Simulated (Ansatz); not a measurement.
# FeO (Wuestite) (Fm-3m) in Ansatz: settings compared

The runs below take FeO (Wuestite) through band structure, with PBE, LDA, PBEsol.

All numbers are computed with Ansatz 0.2.0; they aren't measurements. Logs are shortened: lines on timing, memory, paths and dates and some standing lists are left out, and cuts for length are marked.

**The experiment to reproduce.**

“W\"ustite: Electric, thermodynamic and optical properties of FeO”, 2012, arxiv:1203.1201 quotes, for a bulk crystal of FeO: band gap 2.4 eV (optical).

How close the calculation comes is told below.

## 1. The crystal as given

It takes space group Fm-3m (No. 225, cubic). The conventional cell has a = 4.311 Å, b = 4.311 Å, c = 4.311 Å, α = 90.00°, β = 90.00°, γ = 90.00°. Around Fe (site symmetry m-3m) lie 6 O at 2.16 Å. O (site symmetry m-3m) has 6 Fe at 2.16 Å as nearest neighbours.

## 2. Band structure, PBE, collinear spin, ferromagnetic start

The input, input.yaml:

```yaml
crystal:
  lattice:
    - [0.0, 2.1554, 2.1554]
    - [2.1554, 0.0, 2.1554]
    - [2.1554, 2.1554, 0.0]
  atoms:
    - { symbol: Fe, position: [0.0, 0.0, 0.0], spin: 3.0 }
    - { symbol: O, position: [0.5, 0.5, 0.5] }
kpoints:
  mp_grid: { grid: [11, 11, 11] }
  band_path:
    path:
      - [0.0, 0.0, 0.0]
      - [0.5, 0.0, 0.5]
      - [0.5, 0.25, 0.75]
      - [0.375, 0.375, 0.75]
      - [0.0, 0.0, 0.0]
      - [0.5, 0.5, 0.5]
      - [0.625, 0.25, 0.625]
      - [0.5, 0.25, 0.75]
    npoints: 10
scf:
  occupations: { method: fermi_dirac, width: 0.05 }
hamiltonian:
  xc: pbe
  pseudopotentials: { kind: all_electron, lapw: { basis_error: 0.001 } }
magnetization:
  spin_polarized: true
output:
  forces: true
  stress: true
  eigenvalues: true
```

Potentials or basis: all-electron LAPW, scalar-relativistic.

Run with:

```sh
$ ansatz run input.yaml --threads 2 --pin off --max-ram 6144MiB --backend cpu --events-out ev --progress --plain --runs-dir out
```

The program printed:

```text
Warning: RAYON_NUM_THREADS=2 ignored (pool sized by the plan → 2); use --threads N
LAPW: plane waves up to 9.575 Å⁻¹, error target 1.0e-3 eV per atom; small_component_spin mean_spin; O in spheres of 0.981 Å, 8 of its electrons in bands, Dirac shells []; Fe in spheres of 1.174 Å, 16 of its electrons in bands, Dirac shells [] (how accurate: hamiltonian.pseudopotentials.lapw.basis_error, Limitations)
Engine: ansatz 0.2.0, x86_64-unknown-linux-gnu
Pseudopotentials: kind: all_electron
Pseudopotential: Fe, LAPW, valence charge 16, lapw/all_electron/scalar/gaussian/Fe, Koelling and Harmon's equation, gaussian nucleus
Pseudopotential: O, LAPW, valence charge 8, lapw/all_electron/scalar/gaussian/O, Koelling and Harmon's equation, gaussian nucleus
Functional definition: PBE
  parameter kappa = 0.804
  parameter beta = 0.06672455060314922
  exchange = pbe_x(kappa = kappa, mu = beta*pi^2/3)
  correlation = pbe_c(beta = beta)
Crystal: 2 atoms, lattice volume = 20.027 Å³
Basis set: ecut = 349.336563916946 eV, 307 PW (Γ), exchange–correlation at level 2
Bands: 18, of which v1, the nominal top of the filled ones, is band 12 counted from 1 (11 counted from 0)
Symmetry: 48 space group operations
Space group: Fm-3m (ITA 225), of the structure as read, at distance tolerance 2.7e-5 Å
Magnetic group: BNS 225.116 (UNI 1618), of the structure as read, at distance tolerance 2.7e-5 Å
k-points: 56 of 1331
Non-local potential: Fe, projectors of the file, none
Non-local potential: O, projectors of the file, none
Initial density: superposition of atomic densities (chi_scale 0.1, normalization cell, long waves kept (reshape's long-wave potential 0.00 eV rms))
Starting moments: Σ|m| = 3 μB on 1 of 2 sites
Initial wavefunctions: plane waves of lowest kinetic energy (no species holds an atomic orbital)
Functional: x = pbe(κ = 0.804, μ = 0.2195149727645171), c = pbe(β = 0.06672455060314922)
iter 1 solved again at ethr=7.68e-3 eV; its pass at ethr=1.00e-1 eV (dr2=1.84e0 eV) is discarded
SCF iter   1: F=—  HF=-36682.795913 eV  |F-HF|=—  |Δ(HF+E_count)|=         —  Δρ=6.45e-2 (↑5.58e-2 ↓6.45e-2)  dr2=1.84e0  dr2_m=2.93e-1  M=4.003 μB ∫|m|=4.004 μB  β_m=0.30  ethr=7.68e-3  ⟨swp⟩=2.0  Hψ=13098  notcnv=0
Mixer restart at iter 1: flushing history
preconditioner: auto → none  [metal: Δε(μ)=0.032 eV  Ē_g=14.110 eV  σ=0.050 eV  W_gap=0.16  n_scr=8 (ndim 8)  ℏωp=31.0 eV  f_vac=0.000  D(μ)=1.35/eV (n_scr^D=14)  sad-step TF]
SCF iter   2: F=—  HF=-36681.814959 eV  |F-HF|=—  |Δ(HF+E_count)|=   9.81e-1  Δρ=3.43e-2 (↑3.43e-2 ↓3.37e-2)  dr2=4.30e-1  dr2_m=1.30e-1  M=4.001 μB ∫|m|=4.002 μB  β_m=0.47  ethr=7.67e-3  ⟨swp⟩=2.0  Hψ=5936  notcnv=0
SCF iter   3: F=—  HF=-36681.763092 eV  |F-HF|=—  |Δ(HF+E_count)|=   5.19e-2  Δρ=1.87e-2 (↑1.73e-2 ↓1.87e-2)  dr2=2.43e-1  dr2_m=1.52e-2  M=4.002 μB ∫|m|=4.007 μB  β_m=0.49  ethr=1.79e-3  ⟨swp⟩=2.0  Hψ=6048  notcnv=0
iter 4 solved again at ethr=1.08e-5 eV; its pass at ethr=1.01e-3 eV (dr2=2.59e-3 eV) is discarded
SCF iter   4: F=—  HF=-36681.692507 eV  |F-HF|=—  |Δ(HF+E_count)|=         —  Δρ=3.79e-3 (↑3.79e-3 ↓3.71e-3)  dr2=2.59e-3  dr2_m=1.57e-3  M=4.000 μB ∫|m|=4.009 μB  β_m=0.49  ethr=1.08e-5  ⟨swp⟩=2.0  Hψ=9811  notcnv=0
Mixer restart at iter 4: flushing history
the basis was enlarged: its passes take 1.1 MiB over the memory plan, 2 of 2 planned eigensolver slots
SCF iter   5: F=—  HF=-36681.695441 eV  |F-HF|=—  |Δ(HF+E_count)|=   2.93e-3  Δρ=3.16e-3 (↑3.16e-3 ↓1.39e-3)  dr2=5.01e-3  dr2_m=2.41e-4  M=4.001 μB ∫|m|=4.011 μB  β_m=0.47  ethr=1.08e-5  ⟨swp⟩=3.0  Hψ=6561  notcnv=0
SCF iter   6: F=—  HF=-36681.693055 eV  |F-HF|=—  |Δ(HF+E_count)|=   2.39e-3  Δρ=1.41e-3 (↑1.41e-3 ↓1.17e-3)  dr2=2.44e-4  dr2_m=2.25e-4  M=4.001 μB ∫|m|=4.011 μB  β_m=0.58  ethr=1.08e-5  ⟨swp⟩=2.5  Hψ=5531  notcnv=0
SCF iter   7: F=—  HF=-36681.693793 eV  |F-HF|=—  |Δ(HF+E_count)|=   7.38e-4  Δρ=4.07e-4 (↑4.07e-4 ↓3.40e-4)  dr2=1.22e-5  dr2_m=2.19e-5  M=4.001 μB ∫|m|=4.012 μB  β_m=0.79  ethr=1.02e-6  ⟨swp⟩=2.6  Hψ=5701  notcnv=0
SCF iter   8: F=—  HF=-36681.693851 eV  |F-HF|=—  |Δ(HF+E_count)|=   5.86e-5  Δρ=7.38e-5 (↑3.45e-5 ↓7.38e-5)  dr2=1.96e-7  dr2_m=4.76e-7  M=4.001 μB ∫|m|=4.013 μB  β_m=0.67  ethr=5.08e-8  ⟨swp⟩=3.0  Hψ=6034  notcnv=0
SCF iter   9: F=—  HF=-36681.693851 eV  |F-HF|=—  |Δ(HF+E_count)|=   2.71e-8  Δρ=1.14e-5 (↑1.11e-5 ↓1.14e-5)  dr2=9.19e-8  dr2_m=1.77e-9  M=4.001 μB ∫|m|=4.013 μB  β_m=0.65  ethr=8.15e-10  ⟨swp⟩=3.0  Hψ=6260  notcnv=0
SCF iter  10: F=—  HF=-36681.693851 eV  |F-HF|=—  |Δ(HF+E_count)|=   3.35e-8  Δρ=3.50e-6 (↑2.56e-6 ↓3.50e-6)  dr2=5.43e-9  dr2_m=3.24e-10  M=4.001 μB ∫|m|=4.013 μB  β_m=0.82  ethr=3.83e-10  ⟨swp⟩=2.2  Hψ=5473  notcnv=0
SCF iter  11: F=-36681.693851 eV  HF=-36681.693851 eV  |F-HF|=2.91e-11  |Δ(HF+E_count)|=   8.51e-9  Δρ=2.06e-7 (↑1.65e-7 ↓2.06e-7)  dr2=2.45e-12  dr2_m=5.41e-12  M=4.001 μB ∫|m|=4.013 μB  ethr=2.26e-11  ⟨swp⟩=2.6  Hψ=5618  notcnv=0
SCF 1 converged in 11 iterations: F = -36681.693851 eV  dr2 = 2.45e-12
NSCF: frozen V_eff on 71 k-points
SCF converged after 11 iterations
Magnetization: 4.0007 μB (14.0003 up, 9.9997 down)
Absolute magnetization: 4.0128 μB (∫|ρ↑−ρ↓|)
Spin contamination: 0.0110 ħ² per cell (⟨S²⟩ above its minimum at these occupations)
Per-site moments (μB) at R_I (Å): [(3.6237485074075675, 1.1744222656384076), (0.32074076829561005, 0.9809777022436297)]
Free energy (F): -36681.693851 eV
Harris-Foulkes:  -36681.693851 eV  (|F-HF|=2.91e-11)
Internal energy: -36681.682217 eV  (E = F + TS)
E sigma→0 (E₀):  -36681.688034 eV
Entropy (-TS):   -0.011635 eV (-5.817 meV/atom)
Fermi energy:    14.725298 eV
--- Per-component energies (eV) ---
  E_band       = -1249.308304
  E_kinetic    = 37155.192809
  E_xc         = -1756.450369
  E_electrostatic = -72080.424657  (all electrons and nuclei)
  E_smearing   = -0.011635  (= −TS)
  E_closure    = 0.000000  (closes the sum)
  E_atoms      = -36665.908118  (free atoms, spherical and without spin; not in F)
  Σ components = -36681.693851   (vs F -36681.693851, Δ=0.00e0)
  Basis errors (estimates in eV, not in F): energy 3.8e-4 per atom: plane waves 3.4e-4 (1.8e-4 summed), levels above the bands 8.7e-128, relativity 4.4e-8, radial functions 4.3e-5, core shells 2.3e-8; eigenvalues (radial functions only) 5.4e-5; not estimated: angular momenta, meshes, grids; target (lapw.basis_error) 1.0e-3; muffin-tin radii O 0.981 Å, Fe 1.174 Å
--- Forces (eV/Å), atoms counted from 1 ---
  atom   1  Fe    -0.00000000     0.00000000    -0.00000000
  atom   2  O      0.00000000    -0.00000000     0.00000000
  max |Σ_I F_I| component: 5.65e-30 eV/Å
--- Stress (GPa, compression-positive) ---
       -0.284473       0.000000      -0.000000
        0.000000      -0.284473       0.000000
       -0.000000       0.000000      -0.284473
  P = ⅓ Tr σ = -0.2845 GPa (-2.845 kbar)
--- Band table (eV; the first three rows and the last of 112) ---
  k-point 0 ↑: bands = ["-492.5425", "-75.1736", "-41.2047", "-41.2047", "-41.2047", "-6.0604", "10.8483", "10.8483", "10.8483", "10.8557", "10.8557", "10.8557", "11.0417", "11.0417", "14.7319", "29.9418", "31.6664", "31.6664"]
  k-point 1 ↑: bands = ["-492.5425", "-75.1732", "-41.2089", "-41.2053", "-41.2053", "-5.9786", "9.9551", "10.0768", "10.0768", "10.9356", "10.9356", "11.2225", "11.8307", "11.8307", "15.3156", "28.6199", "31.4012", "31.4012"]
  k-point 2 ↑: bands = ["-492.5425", "-75.1720", "-41.2202", "-41.2068", "-41.2068", "-5.7511", "8.7073", "9.3262", "9.3262", "11.0975", "11.0975", "11.4424", "12.6870", "12.6870", "16.5069", "26.6040", "30.3826", "30.3826"]
  k-point 55 ↓: bands = ["-492.2676", "-71.0003", "-37.1767", "-37.1736", "-37.1561", "-4.2400", "8.4481", "8.5157", "9.2957", "14.5080", "14.8501", "15.4711", "15.8796", "16.6144", "23.4183", "24.3058", "24.3227", "27.7801"]
```

bands.tsv:

```text
[... 84 lines left out ...]
6.917749	-507.267776	-89.891790	-55.963945	-55.963945	-55.950249	-19.536526	-6.841263	-6.841263	-6.692886	-3.020532	-3.020532	-2.925092	-2.777106	-1.736915	7.373678	8.908346	8.908346	11.693524	-506.992861	-85.725511	-51.900069	-51.900069	-51.883067	-18.960479	-6.161490	-6.161490	-5.589209	-0.047938	-0.047938	0.754952	1.103329	1.852879	8.710647	9.723005	9.723005	12.678092
```

Wall time 10 s (2 threads of Intel Xeon 6975P-C (Granite Rapids), shared host); peak memory 0.46 GiB.

Results:

```yaml
Free_energy: -36681.6939 eV
Pressure: -0.3 GPa
Band_gap_along_the_path: none (metal or under the smearing width)
Net_moment: 4.00 μB per cell
Absolute_moment: 4.01 μB per cell
Site_moments: Fe +3.62; O +0.32 μB
```

Levels at the corners of the path, in eV from the Fermi level:
Spin up:
```tsv
point	band 10	band 11	band 12	band 13	band 14	band 15	band 16	band 17	band 18
Γ	-3.87	-3.87	-3.87	-3.68	-3.68	0.01	15.22	16.94	16.94
X	-4.79	-3.29	-2.81	-2.78	-2.78	5.20	8.65	10.71	14.61
W	-3.02	-3.02	-2.93	-2.78	-1.74	7.37	8.91	8.91	11.69
K	-3.66	-2.91	-2.64	-2.48	-1.72	6.71	8.66	8.67	14.01
Γ	-3.87	-3.87	-3.87	-3.68	-3.68	0.01	15.22	16.94	16.94
L	-3.05	-3.05	-2.49	-0.36	-0.36	3.99	8.40	12.44	12.44
U	-3.66	-2.91	-2.64	-2.48	-1.72	6.71	8.66	8.67	14.01
W	-3.02	-3.02	-2.93	-2.78	-1.74	7.37	8.91	8.91	11.69
```
Spin down:
```tsv
point	band 6	band 7	band 8	band 9	band 10	band 11	band 12	band 13	band 14	band 15
Γ	-20.26	-3.33	-3.33	-3.33	-0.74	-0.74	-0.74	0.23	0.23	0.80
X	-19.07	-6.95	-4.50	-4.50	-2.13	0.75	0.75	0.79	1.19	6.55
W	-18.96	-6.16	-6.16	-5.59	-0.05	-0.05	0.76	1.10	1.85	8.71
K	-18.99	-6.57	-6.18	-4.91	-0.81	0.57	0.67	1.34	1.80	7.96
Γ	-20.26	-3.33	-3.33	-3.33	-0.74	-0.74	-0.74	0.23	0.23	0.80
L	-19.06	-8.07	-5.20	-5.20	0.41	0.41	0.60	2.82	2.82	4.48
U	-18.99	-6.57	-6.18	-4.91	-0.81	0.57	0.67	1.34	1.80	7.96
W	-18.96	-6.16	-6.16	-5.59	-0.05	-0.05	0.76	1.10	1.85	8.71
```

Caveat: a cell with one magnetic atom can't hold antiferromagnetic order, which such compounds often take; semilocal functionals often make such compounds metallic where correlation or magnetic order opens a gap, which also shifts bond lengths.

## 3. Band structure, LDA, collinear spin, ferromagnetic start

Edit input.yaml of step 2 so:

```diff
@@ -24,3 +24,3 @@
 hamiltonian:
-  xc: pbe
+  xc: lda
   pseudopotentials: { kind: all_electron, lapw: { basis_error: 0.001 } }
```

Potentials or basis: all-electron LAPW, scalar-relativistic.

Run with:

```sh
$ ansatz run input.yaml --threads 2 --pin off --max-ram 6144MiB --backend cpu --events-out ev --progress --plain --runs-dir out
```

Wall time 9.7 s (2 threads of Intel Xeon 6975P-C (Granite Rapids), shared host); peak memory 0.46 GiB.

Results (log left out):

```
Free energy             : -36608.8825 eV
Pressure                : -15.6 GPa
Band gap along the path : none (metal or under the smearing width)
Net moment              : 4.00 μB per cell
Absolute moment         : 4.00 μB per cell
Site moments            : Fe +3.59; O +0.34 μB
```

Levels at the corners of the path, in eV from the Fermi level:
Spin up:
```
point  band 12  band 13  band 14  band 15  band 16  band 17
    Γ    -3.74    -3.47    -3.47     0.08    15.12    16.86
    X    -2.61    -2.61    -2.55     5.13     8.57    10.68
    W    -2.68    -2.61    -1.56     7.30     8.84     8.84
    K    -2.48    -2.26    -1.54     6.63     8.59     8.62
    Γ    -3.74    -3.47    -3.47     0.08    15.12    16.86
    L    -2.35    -0.19    -0.19     3.95     8.34    12.31
    U    -2.48    -2.26    -1.54     6.63     8.59     8.62
    W    -2.68    -2.61    -1.56     7.30     8.84     8.84
```
Spin down:
| point | band 7 | band 8 | band 9 | band 10 | band 11 | band 12 | band 13 | band 14 |
| --- | --- | --- | --- | --- | --- | --- | --- | --- |
| Γ | -3.25 | -3.25 | -3.25 | -0.74 | -0.74 | -0.74 | 0.01 | 0.01 |
| X | -6.87 | -4.42 | -4.42 | -2.14 | 0.56 | 0.77 | 0.77 | 1.01 |
| W | -6.09 | -6.09 | -5.57 | -0.03 | -0.03 | 0.78 | 0.91 | 1.66 |
| K | -6.49 | -6.13 | -4.87 | -0.81 | 0.59 | 0.69 | 1.16 | 1.62 |
| Γ | -3.25 | -3.25 | -3.25 | -0.74 | -0.74 | -0.74 | 0.01 | 0.01 |
| L | -8.03 | -5.20 | -5.20 | 0.41 | 0.41 | 0.62 | 2.69 | 2.69 |
| U | -6.49 | -6.13 | -4.87 | -0.81 | 0.59 | 0.69 | 1.16 | 1.62 |
| W | -6.09 | -6.09 | -5.57 | -0.03 | -0.03 | 0.78 | 0.91 | 1.66 |

Caveat: a cell with one magnetic atom can't hold antiferromagnetic order, which such compounds often take; semilocal functionals often make such compounds metallic where correlation or magnetic order opens a gap, which also shifts bond lengths.

## 4. Band structure, PBEsol, collinear spin, ferromagnetic start

Edit input.yaml of step 3 so:

```diff
@@ -24,3 +24,3 @@
 hamiltonian:
-  xc: lda
+  xc: pbesol
   pseudopotentials: { kind: all_electron, lapw: { basis_error: 0.001 } }
```

Run with:

```sh
$ ansatz run input.yaml --threads 2 --pin off --max-ram 6144MiB --backend cpu --events-out ev --progress --plain --runs-dir out
```

Wall time 11 s (2 threads of Intel Xeon 6975P-C (Granite Rapids), shared host); peak memory 0.46 GiB.

Results (log left out):

* Free energy: -36643.4094 eV
* Pressure: -8.6 GPa
* Band gap along the path: none (metal or under the smearing width)
* Net moment: 4.00 μB per cell
* Absolute moment: 4.01 μB per cell
* Site moments: Fe +3.62; O +0.32 μB

Levels at the corners of the path, in eV from the Fermi level:
Spin up:
| point | band 12 | band 13 | band 14 | band 15 | band 16 | band 17 |
| --- | --- | --- | --- | --- | --- | --- |
| Γ | -3.88 | -3.67 | -3.67 | -0.09 | 14.99 | 16.77 |
| X | -2.77 | -2.77 | -2.77 | 5.08 | 8.52 | 10.55 |
| W | -2.89 | -2.77 | -1.73 | 7.27 | 8.77 | 8.77 |
| K | -2.63 | -2.46 | -1.71 | 6.59 | 8.53 | 8.53 |
| Γ | -3.88 | -3.67 | -3.67 | -0.09 | 14.99 | 16.77 |
| L | -2.49 | -0.34 | -0.34 | 3.83 | 8.31 | 12.27 |
| U | -2.63 | -2.46 | -1.71 | 6.59 | 8.53 | 8.53 |
| W | -2.89 | -2.77 | -1.73 | 7.27 | 8.77 | 8.77 |
Spin down:
```csv
point,band 8,band 9,band 10,band 11,band 12,band 13
Γ,-3.33,-3.33,-0.74,-0.74,-0.74,0.14
X,-4.52,-4.52,-2.17,0.70,0.78,0.78
W,-6.20,-5.63,-0.04,-0.04,0.78,1.03
K,-6.22,-4.93,-0.82,0.59,0.69,1.27
Γ,-3.33,-3.33,-0.74,-0.74,-0.74,0.14
L,-5.24,-5.24,0.42,0.42,0.61,2.77
U,-6.22,-4.93,-0.82,0.59,0.69,1.27
W,-6.20,-5.63,-0.04,-0.04,0.78,1.03
```

Caveat: a cell with one magnetic atom can't hold antiferromagnetic order, which such compounds often take; semilocal functionals often make such compounds metallic where correlation or magnetic order opens a gap, which also shifts bond lengths.

## 5. The runs side by side

| level | pressure (GPa) | moment (μB) |
| --- | --- | --- |
| PBE | -0.3 | 4.00 |
| LDA | -15.6 | 4.00 |
| PBEsol | -8.6 | 4.00 |

Alike in all rows: task band structure; potentials or basis all-electron LAPW, scalar-relativistic; spin collinear, ferromagnetic start; cell as given; k mesh 11 × 11 × 11; cutoff (eV) 349; smearing fermi-dirac 0.05 eV; basis error allowed 0.001 eV/atom.

The pressure there spans -15.6 GPa (LDA) to -0.3 GPa (PBE); a positive pressure means that this level wants a larger cell, a negative one a smaller.

Caveats: a cell with one magnetic atom can't hold antiferromagnetic order, which such compounds often take; semilocal functionals often make such compounds metallic where correlation or magnetic order opens a gap, which also shifts bond lengths.

Compare energies only between runs with the same functional and basis.

## 6. How close it comes

Step 2. Measured gap of FeO: 2.4 eV (optical; quoted in “W\"ustite: Electric, thermodynamic and optical properties of FeO”, 2012, arxiv:1203.1201). This calculation gives 0.00 eV (-2.40 eV). So large a miss can be the level of theory's own, or it may mean another phase, state or a wrong row. The value is that of PBE, without temperature or zero-point motion. Semilocal functionals fall short of measured gaps as a rule. The run's magnetic order (collinear spin, ferromagnetic start) needn't be the measured crystal's.

Step 3. Measured gap of FeO: 2.4 eV (optical; quoted in “W\"ustite: Electric, thermodynamic and optical properties of FeO”, 2012, arxiv:1203.1201). This calculation gives 0.00 eV (-2.40 eV). So large a miss can be the level of theory's own, or it may mean another phase, state or a wrong row. The value is that of LDA, without temperature or zero-point motion. Semilocal functionals fall short of measured gaps as a rule. The run's magnetic order (collinear spin, ferromagnetic start) needn't be the measured crystal's.

Step 4. Measured gap of FeO: 2.4 eV (optical; quoted in “W\"ustite: Electric, thermodynamic and optical properties of FeO”, 2012, arxiv:1203.1201). This calculation gives 0.00 eV (-2.40 eV). So large a miss can be the level of theory's own, or it may mean another phase, state or a wrong row. The value is that of PBEsol, without temperature or zero-point motion. Semilocal functionals fall short of measured gaps as a rule. The run's magnetic order (collinear spin, ferromagnetic start) needn't be the measured crystal's.
